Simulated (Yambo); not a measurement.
## PbO2: G0W0 quasiparticle levels with PBEsol

Crystal: PbO2.

```
Pb O
1.0
     0.00000    2.73755    2.73755
     2.73755    0.00000    2.73755
     2.73755    2.73755    0.00000
Pb O
1 2
Direct
  0.00000 0.00000 0.00000
  0.75000 0.75000 0.75000
  0.25000 0.25000 0.25000
```

The cell comes from a database or a generator and needn't be the stable form of this composition.

The cell isn't the ideal one: cell stretched.

```
Program                                       : Yambo 5.3.0
Task                                          : G0W0 quasiparticle levels
Functional                                    : PBEsol
Potentials or basis                           : PseudoDojo 0.4.1 SR PBEsol standard
Cutoff                                        : 1143 eV
Density cutoff                                : 4572 eV
k mesh                                        : 4 × 4 × 4
Occupations                                   : fermi-dirac, width 0.05 eV
Spin                                          : no spin polarisation
k mesh of the self-consistent run             : 10 × 10 × 10
Random integration of the Coulomb term        : yes
Direction of the field or of q to 0           : x + y + z
Broadening                                    : 0.1 eV
States corrected                              : Γ and the k points of the band edges
Frequency dependence of W                     : plasmon pole
Terminator of the band sum in the self-energy : Bruneval-Gonze
Quasiparticle equation                        : linearised (Newton)
Imaginary frequency of the plasmon-pole fit   : 27.2114 eV
Bands in the response                         : 113
Bands in the self-energy                      : 113
Cutoff of the response matrix                 : 12 Ry
Cutoff of exchange and Vxc                    : 84 Ry
Bands corrected (first, last)                 : [12, 16]
```

```
Band gap on the k mesh, mean-field level : none (metal or under the smearing width)
```

Quasiparticle terms (eV):
```
                k point  band  Kohn-Sham level     Vxc      Σx     Σc     Z  result
  (0.000, 0.000, 0.000)    12            -1.18  -18.99  -23.62   4.88  0.69   -1.01
  (0.000, 0.000, 0.000)    13            -1.18  -18.99  -23.62   4.87  0.69   -1.01
  (0.000, 0.000, 0.000)    14            -1.18  -18.99  -23.62   4.87  0.69   -1.02
  (0.000, 0.000, 0.000)    15             6.69  -11.40   -7.24  -4.64  0.78    6.31
  (0.000, 0.000, 0.000)    16             6.69  -11.40   -7.24  -4.63  0.79    6.31
(0.250, -0.500, -0.250)    12            -0.38  -19.92  -24.77   5.17  0.69   -0.15
(0.250, -0.500, -0.250)    13            -0.04  -20.30  -24.29   4.44  0.70    0.27
(0.250, -0.500, -0.250)    14             1.92  -18.30  -15.17  -2.65  0.75    2.27
(0.250, -0.500, -0.250)    15             8.05  -14.55   -9.74  -5.08  0.81    7.83
(0.250, -0.500, -0.250)    16             8.05  -14.55   -9.74  -5.09  0.80    7.82
```

Wall time 7.2 min on 1 thread of Arm Neoverse V2 (shared host).

Caveat: the k mesh is coarse (spacing up to 0.50 Å⁻¹), so the values aren't converged; the potentials hold a filled d shell without the s and p states of that shell, which can shift GW gaps by tenths of an eV, either way; the plasmon-pole model is rough for a metal; the ground state has no gap, which makes the many-body step unreliable; this version prints the column dSc/dw multiplied by 27.2; the terminator is approximate in this version, by hundredths of an eV. The run has no spin-orbit coupling, so splittings on Pb are missing.
